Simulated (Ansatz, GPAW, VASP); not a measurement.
Mg: 4 runs at one level of theory

```
Mg
1.0
     3.20930    0.00000    0.00000
    -1.60465    2.77934    0.00000
     0.00000    0.00000    5.21030
Mg
2
Direct
  0.66667 0.33333 0.75000
  0.33333 0.66667 0.25000
```

Alike in all runs: task single point; functional PBE; k mesh 10 × 10 × 5; occupations gaussian, width 0.02 eV; no spin polarisation; no spin-orbit coupling. Pressure is positive in compression and, in plane waves, holds the error of the finite cutoff.

```json
{"program and potentials": "VASP, PBE PAW files Mg, 520 eV", "plane-wave cutoff (eV)": "520", "notes": "2 valence electrons an atom on average", "pressure (GPa)": "-0.57"}
{"program and potentials": "VASP, PBE PAW files Mg, 500 eV", "plane-wave cutoff (eV)": "500", "notes": "2 valence electrons an atom on average", "pressure (GPa)": "-0.57"}
{"program and potentials": "Ansatz, all-electron LAPW, scalar-relativistic", "plane-wave cutoff (eV)": "-", "notes": "-", "pressure (GPa)": "-0.46"}
{"program and potentials": "GPAW, GPAW PAW data sets (gpaw-data 1.2.1)", "plane-wave cutoff (eV)": "800", "notes": "10 valence electrons an atom on average", "pressure (GPa)": "-0.53"}
```

The pressure spans -0.57 (VASP, PBE PAW files Mg, 520 eV) to -0.46 GPa (Ansatz, all-electron LAPW, scalar-relativistic), with all-electron results at -0.46.

The functional is the same throughout but for its coding, so the spread measures potentials, basis and numerics; runs on potential files found faulty are left out.
